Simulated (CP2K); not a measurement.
Runs of CP2K 2026.2 on AlN. Symmetry: F-43m, No. 216, cubic system. Conventional cell: a = 4.368 Å, b = 4.368 Å, c = 4.368 Å, α = 90.00°, β = 90.00°, γ = 90.00°. Around Al (site symmetry -43m) lie 4 N at 1.89 Å. N (site symmetry -43m) is surrounded by 4 Al at 1.89 Å. Measurements of this composition are mostly on another form, of space group No. 186.

```csv
level,cutoff of the non-local correlation (Ry),gap on the mesh (eV),pressure (GPa)
RPBE,-,3.39,4.1
rev-vdW-DF2,300,3.38,3.4
M06-L,-,3.78,-3.5
PBEsol,-,(b),3.4
optB88-vdW,300,(c),3.0
LDA,-,(a),3.5
```

Alike in all rows: task band structure; potentials or basis POTENTIAL_UZH Al GTH-PBE-q3, N GTH-PBE-q5; TZVP-MOLOPT-PBE-GTH basis; no spin polarisation; cell as given; k mesh 10 × 10 × 10; smearing fermi-dirac 0.05 eV.

**Question.** Estimate the missing entries.

**Answer.** (a) 3.16; (b) 3.17; (c) 3.53.

Caveats: the potentials were made for another functional, which shifts forces and pressure; the basis of atomic orbitals isn't converged, which shifts pressures, moduli and gaps.

Runs at the PBE level aren't shown here.
